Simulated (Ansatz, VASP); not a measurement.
LiCl in VASP and in Ansatz

```
Cl Li
1.0
     0.00000    2.59852    2.59852
     2.59852    0.00000    2.59852
     2.59852    2.59852    0.00000
Cl Li
1 1
Direct
  0.50000 0.50000 0.50000
  0.00000 0.00000 0.00000
```

Change from the starting cell: volume scaled by 1.04.

Alike in both runs: task single point; functional PBEsol; k mesh 9 × 9 × 9; occupations fermi-dirac, width 0.05 eV; no spin polarisation.

|  | VASP | Ansatz |
| --- | --- | --- |
| version | VASP 6.6.1 | Ansatz 0.2.0 |
| potentials or method | VASP PAW PBE potentials, release 64 (Cl, Li_sv), cutoff 520 eV | all-electron LAPW, scalar-relativistic |

VASP gave:

| Quantity | Value |
| --- | --- |
| gap on the k mesh at the Fermi level (eV) | 5.92 |
| least direct gap on the mesh (eV) | 5.92 |

**Question.** Which values does Ansatz return?

**Answer.** gap on the k mesh at the Fermi level (eV): 5.91; least direct gap on the mesh (eV): 5.91.

Ansatz ran all-electron here, so the differences hold the error of VASP's frozen core and of both bases.

Caveats: an odd mesh through Γ misses points on the zone boundary, where band edges often lie.
